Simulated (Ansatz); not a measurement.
# MgO (Pm) in Ansatz: convergence with k mesh

Aim: find how far k mesh must go before the results for MgO settle, at r2SCAN. This setting moves, with any that are tied to it; all else stays.

Everything below comes from runs of Ansatz 0.2.0. Logs are shortened: lines on timing, memory, paths and dates and some standing lists are left out, and cuts for length are marked.

## Step 1: The cell of the first run

The typed cell holds 2 atoms: a = 2.938 Å, b = 2.938 Å, c = 2.680 Å, α = 90.00°, β = 90.00°, γ = 120.00°.

The cell comes from a database or a generator and needn't be the stable form of this composition.

The cell isn't the ideal one: atoms moved at random, drawn with an rms of 0.05 Å.

## Step 2: With k mesh 3 × 3 × 3

input.yaml

```yaml
crystal:
  lattice:
    - [2.9380209034, 0.0, 0.0]
    - [-1.4690104517, 2.5444007392, 0.0]
    - [0.0, 0.0, 2.67968]
  atoms:
    - { symbol: Mg, position: [0.008936, 0.003028, 0.002805] }
    - { symbol: O, position: [0.340199, 0.657737, 0.502803] }
hamiltonian:
  xc: r2scan
  pseudopotentials: { kind: paw }
kpoints:
  mp_grid: { grid: [3, 3, 3] }
scf:
  occupations: { method: gaussian, width: 0.1 }
output:
  forces: true
  stress: true
  eigenvalues: true
```

Potentials or basis: Ansatz PAW.

On the command line:

```sh
$ ansatz run input.yaml --threads 2 --pin off --max-ram 5632MiB --backend cpu --events-out ev --progress --plain --runs-dir out
```

Output:

```text
Warning: the atoms were moved onto the symmetric positions of the space group found under crystal.symmetry.tolerance 1.0e-5 (fractional; no operation is sought that the atoms, as they stand in a round, miss by more than twice it, and no atom is moved by as much as it), and the run uses the moved positions. Before a round's move an operation carried an atom to 5.36e-6 Å from where it should land, the largest such distance. Atom 0 (counting from 0) moved farthest, by 2.68e-6 Å; the longest move in fractions of the cell, of whichever atom, is 0.10 of the tolerance, in 1 round. To run the atoms as typed, lower crystal.symmetry.tolerance until the operations that they miss are no longer found, or set crystal.symmetry.detect: false (a key that needs symmetry detection or time reversal refuses this as the deck is read). The positions used, in the order of the run's atom list: position: [0.008936, 0.003028, 0.002804]; position: [0.340199, 0.657737, 0.502804];
Warning: RAYON_NUM_THREADS=2 ignored (pool sized by the plan → 2); use --threads N
Engine: ansatz 0.2.0, aarch64-unknown-linux-gnu
Pseudopotentials: kind: paw
Pseudopotential: Mg, paw, valence charge 10, recommended cutoff 500 eV (meta_gga), Mg.paw.azcp
Pseudopotential: O, paw, valence charge 6, recommended cutoff 500 eV (meta_gga), O.paw.azcp
Functional definition: r2SCAN
  parameter k0 = 0.174
  parameter k1 = 0.065
  parameter a1 = 4.9479
  exchange = r2scan_x(k0 = k0, k1 = k1, a1 = a1)
  correlation = r2scan_c
Crystal: 2 atoms, lattice volume = 20.032 Å³
Basis set: ecut = 500 eV, 525 PW (Γ), exchange–correlation on 96×96×80 points (64 copies of the dense FFT grid, shifted against one another)
Bands: 12, of which v1, the nominal top of the filled ones, is band 8 counted from 1 (7 counted from 0)
Symmetry: 2 space group operations
Space group: Pm (ITA 6), of the structure as read, at distance tolerance 2.7e-5 Å
k-points: 10 of 27 (time reversal used)
Non-local potential: Mg, projectors of the file, l = 0: 3, l = 1: 2, l = 2: 1
Non-local potential: O, projectors of the file, l = 0: 2, l = 1: 2, l = 2: 1
PAW form: soft (Blöchl's): semilocal exchange-correlation on the pseudo side does not see the compensation charge
PAW frozen core: Mg, regenerated for the run's functional (the file was generated under x = pbe(κ = 0.804, μ = 0.2195149727645171), c = pbe(β = 0.06672455060314922))
PAW frozen core: O, regenerated for the run's functional (the file was generated under x = pbe(κ = 0.804, μ = 0.2195149727645171), c = pbe(β = 0.06672455060314922))
PAW one-centre angular grid: Mg, 302 points (default); XC on 224 Gauss nodes
[... 10 lines left out ...]
SCF iter   6: F=-2497.480704 eV  HF=-2497.480704 eV  |F-HF|=1.17e-8  |Δ(HF+E_count)|=   3.61e-7  Δρ=1.20e-5  dr2=1.55e-8  dr2_τ=2.42e-9  ethr=6.25e-10  ⟨swp⟩=5.5  Hψ=530  notcnv=0
SCF 1 converged in 6 iterations: F = -2497.480704 eV  dr2 = 1.55e-8
SCF converged after 6 iterations
Free energy (F): -2497.480704 eV
Harris-Foulkes:  -2497.480704 eV  (|F-HF|=1.17e-8)
Internal energy: -2497.480704 eV  (E = F + TS)
E sigma→0 (E₀):  -2497.480704 eV
Fermi energy:    9.500955 eV
--- Per-component energies (eV) ---
  E_band       = -325.589722
  E_kinetic    = 255.390078
  E_local      = -1662.855780  (includes V_loc(G=0)·N_el)
  E_nonlocal   = 142.607387
  E_hartree    = 578.956055
  E_xc         = -102.662360
  E_vxc        = -148.279236  (∫ρ·V_xc dr)
  E_paw        = -456.165293  (= ΣΔE_a)
  E_vpaw       = -80.039996  (= ΣTr[D̂ρ^β])
  E_aug_tail   = 0.000949  (compensation charges beyond the density's cutoff)
  E_vtau       = 9.677522  (kinetic-family band-sum trace: ∫τ·v_τ [+ j·A + Jᵃ·Aᵃ] dr)
  E_ewald      = -1252.693590
  E_core_change = -0.058149  (= ΣΔE_core)
  E_smearing   = -0.000000  (= −TS)
  E_closure    = 0.000000  (closes the sum)
  Σ components = -2497.480704   (vs F -2497.480704, Δ=0.00e0)
--- Forces (eV/Å), atoms counted from 1 ---
  atom   1  Mg     0.03341985    -0.10470449     0.00000000
  atom   2  O     -0.03341862     0.10470598     0.00000000
  max |Σ_I F_I| component: 1.50e-6 eV/Å
--- Stress (GPa, compression-positive) ---
       -4.193412      -0.070205       0.000000
       -0.070203      -4.437909       0.000000
        0.000000       0.000000      -5.547054
  P = ⅓ Tr σ = -4.7261 GPa (-47.261 kbar)
--- Band table (eV; the first three rows and the last of 10) ---
  k-point 0: bands = ["-68.5304", "-33.6299", "-33.6176", "-33.5625", "-10.7673", "6.9888", "7.0289", "7.2255", "11.3641", "20.4580", "24.1205", "24.2249"]
  k-point 1: bands = ["-68.5230", "-33.6475", "-33.6221", "-33.6094", "-9.9873", "3.2439", "7.3598", "7.4282", "14.7544", "19.4766", "25.4405", "25.4807"]
  k-point 2: bands = ["-68.5257", "-33.6701", "-33.6411", "-33.5563", "-10.0162", "3.5541", "6.4685", "7.4863", "14.4569", "19.1135", "22.4015", "26.1968"]
  k-point 9: bands = ["-68.5185", "-33.6678", "-33.6359", "-33.6214", "-9.4139", "4.1093", "4.7237", "6.7965", "15.2909", "19.3571", "23.0135", "24.5222"]
```

Wall time 0.91 s (2 threads of Arm Neoverse V2, shared host); peak memory 0.29 GiB.

Results:

```
Free energy            : -2497.4807 eV
Pressure               : -4.7 GPa
Largest force          : 0.110 eV/Å
Band gap on the k mesh : 3.73 eV, indirect (least direct gap 4.14 eV)
```

## Step 3: With k mesh 4 × 4 × 4

Changes to input.yaml since step 2:

```diff
@@ -12,3 +12,3 @@
 kpoints:
-  mp_grid: { grid: [3, 3, 3] }
+  mp_grid: { grid: [4, 4, 4] }
 scf:
```

Potentials or basis: Ansatz PAW.

On the command line:

```sh
$ ansatz run input.yaml --threads 2 --pin off --max-ram 5632MiB --backend cpu --events-out ev --progress --plain --runs-dir out
```

Run time: 1.2 s. Hardware: 2 threads of Arm Neoverse V2, shared host; peak memory 0.3 GiB.

What came out:

```
Free energy            : -2497.5599 eV
Pressure               : -5.1 GPa
Largest force          : 0.113 eV/Å
Band gap on the k mesh : 3.81 eV, indirect (least direct gap 4.18 eV)
```

## Step 4: With k mesh 5 × 5 × 5

Changes to input.yaml since step 3:

```diff
@@ -12,3 +12,3 @@
 kpoints:
-  mp_grid: { grid: [4, 4, 4] }
+  mp_grid: { grid: [5, 5, 5] }
 scf:
```

On the command line:

```sh
$ ansatz run input.yaml --threads 2 --pin off --max-ram 5632MiB --backend cpu --events-out ev --progress --plain --runs-dir out
```

Run time: 1.4 s. Hardware: 2 threads of Arm Neoverse V2, shared host; peak memory 0.31 GiB.

What came out:

```
Free energy            : -2497.5748 eV
Pressure               : -5.2 GPa
Largest force          : 0.113 eV/Å
Band gap on the k mesh : 3.80 eV, indirect (least direct gap 4.19 eV)
```

## Step 5: With k mesh 6 × 6 × 6

Changes to input.yaml since step 4:

```diff
@@ -12,3 +12,3 @@
 kpoints:
-  mp_grid: { grid: [5, 5, 5] }
+  mp_grid: { grid: [6, 6, 6] }
 scf:
```

On the command line:

```sh
$ ansatz run input.yaml --threads 2 --pin off --max-ram 5632MiB --backend cpu --events-out ev --progress --plain --runs-dir out
```

Wall time 2 s (2 threads of Arm Neoverse V2, shared host); peak memory 0.33 GiB.

What came out:

```yaml
Free_energy: -2497.5777 eV
Pressure: -5.2 GPa
Largest_force: 0.113 eV/Å
Band_gap_on_the_k_mesh: 3.78 eV, indirect (least direct gap 4.19 eV)
```

## Step 6: With k mesh 8 × 8 × 7

Changes to input.yaml since step 5:

```diff
@@ -12,3 +12,3 @@
 kpoints:
-  mp_grid: { grid: [6, 6, 6] }
+  mp_grid: { grid: [8, 8, 7] }
 scf:
```

Potentials or basis: Ansatz PAW.

On the command line:

```sh
$ ansatz run input.yaml --threads 2 --pin off --max-ram 5632MiB --backend cpu --events-out ev --progress --plain --runs-dir out
```

It took 2.9 s on 2 threads of Arm Neoverse V2, shared host; peak memory 0.35 GiB.

It converged, with:

```yaml
Free_energy: -2497.5784 eV
Pressure: -5.1 GPa
Largest_force: 0.113 eV/Å
Band_gap_on_the_k_mesh: 3.79 eV, indirect (least direct gap 4.19 eV)
```

## Step 7: With k mesh 9 × 9 × 9

Changes to input.yaml since step 6:

```diff
@@ -12,3 +12,3 @@
 kpoints:
-  mp_grid: { grid: [8, 8, 7] }
+  mp_grid: { grid: [9, 9, 9] }
 scf:
```

On the command line:

```sh
$ ansatz run input.yaml --threads 2 --pin off --max-ram 5632MiB --backend cpu --events-out ev --progress --plain --runs-dir out
```

Wall time 4 s (2 threads of Arm Neoverse V2, shared host); peak memory 0.39 GiB.

Results (log left out):

```yaml
Free_energy: -2497.5786 eV
Pressure: -5.1 GPa
Largest_force: 0.113 eV/Å
Band_gap_on_the_k_mesh: 3.78 eV, indirect (least direct gap 4.19 eV)
```

## Step 8: With k mesh 12 × 12 × 11

Changes to input.yaml since step 7:

```diff
@@ -12,3 +12,3 @@
 kpoints:
-  mp_grid: { grid: [9, 9, 9] }
+  mp_grid: { grid: [12, 12, 11] }
 scf:
```

On the command line:

```sh
$ ansatz run input.yaml --threads 2 --pin off --max-ram 5632MiB --backend cpu --events-out ev --progress --plain --runs-dir out
```

Run time: 7.8 s. Hardware: 2 threads of Arm Neoverse V2, shared host; peak memory 0.47 GiB.

Results (log left out):

```
Free energy            : -2497.5786 eV
Pressure               : -5.1 GPa
Largest force          : 0.113 eV/Å
Band gap on the k mesh : 3.78 eV, indirect (least direct gap 4.19 eV)
```

## Step 9: With k mesh 14 × 14 × 14

Changes to input.yaml since step 8:

```diff
@@ -12,3 +12,3 @@
 kpoints:
-  mp_grid: { grid: [12, 12, 11] }
+  mp_grid: { grid: [14, 14, 14] }
 scf:
```

Potentials or basis: Ansatz PAW.

On the command line:

```sh
$ ansatz run input.yaml --threads 2 --pin off --max-ram 5632MiB --backend cpu --events-out ev --progress --plain --runs-dir out
```

Run time: 13 s. Hardware: 2 threads of Arm Neoverse V2, shared host; peak memory 0.59 GiB.

It converged, with:

```yaml
Free_energy: -2497.5786 eV
Pressure: -5.1 GPa
Largest_force: 0.113 eV/Å
Band_gap_on_the_k_mesh: 3.79 eV, indirect (least direct gap 4.19 eV)
```

## Step 10: With k mesh 17 × 17 × 16

Changes to input.yaml since step 9:

```diff
@@ -12,3 +12,3 @@
 kpoints:
-  mp_grid: { grid: [14, 14, 14] }
+  mp_grid: { grid: [17, 17, 16] }
 scf:
```

On the command line:

```sh
$ ansatz run input.yaml --threads 2 --pin off --max-ram 5632MiB --backend cpu --events-out ev --progress --plain --runs-dir out
```

Wall time 22 s (2 threads of Arm Neoverse V2, shared host); peak memory 0.76 GiB.

The run converged. Its results:

```yaml
Free_energy: -2497.5786 eV
Pressure: -5.1 GPa
Largest_force: 0.113 eV/Å
Band_gap_on_the_k_mesh: 3.79 eV, indirect (least direct gap 4.19 eV)
```

## Step 11: The series at a glance

| k mesh | energy less the tightest run, at zero smearing (meV/atom) | pressure (GPa) | largest force (eV/Å) | gap on the mesh (eV) | SCF cycles | CPU time (s) | peak memory (GiB) |
| --- | --- | --- | --- | --- | --- | --- | --- |
| 3 × 3 × 3 | 48.94 | -4.73 | 0.110 | 3.728 | 6 | 1.7 | 0.29 |
| 4 × 4 × 4 | 9.33 | -5.11 | 0.113 | 3.813 | 6 | 2.2 | 0.3 |
| 5 × 5 × 5 | 1.88 | -5.15 | 0.113 | 3.796 | 6 | 2.6 | 0.31 |
| 6 × 6 × 6 | 0.46 | -5.15 | 0.113 | 3.784 | 6 | 3.8 | 0.33 |
| 8 × 8 × 7 | 0.09 | -5.15 | 0.113 | 3.791 | 6 | 5.6 | 0.35 |
| 9 × 9 × 9 | 0.01 | -5.15 | 0.113 | 3.785 | 6 | 7.8 | 0.39 |
| 12 × 12 × 11 | 0.00 | -5.15 | 0.113 | 3.785 | 6 | 15 | 0.47 |
| 14 × 14 × 14 | 0.00 | -5.15 | 0.113 | 3.786 | 6 | 27 | 0.59 |
| 17 × 17 × 16 | 0.00 | -5.15 | 0.113 | 3.786 | 6 | 43 | 0.76 |

Against the tightest run, the energy stays within 1 meV/atom from 6 × 6 × 6 on; the pressure stays within 0.1 GPa from 4 × 4 × 4 on; the largest force stays within 0.005 eV/Å from 3 × 3 × 3 on; the gap on the mesh stays within 0.01 eV from 6 × 6 × 6 on. Meshes of other sizes hit other points, so gaps and Fermi surfaces needn't settle smoothly. The tightest run that finished is the yardstick and may itself not be fully converged.

Caveats: odd divisions of the mesh miss points on the zone boundary, where band edges often lie, so the gap on the mesh can be too wide; the PAW data sets come from PBE, with cores solved anew for the run's functional, which leaves a small shift of forces and pressure.
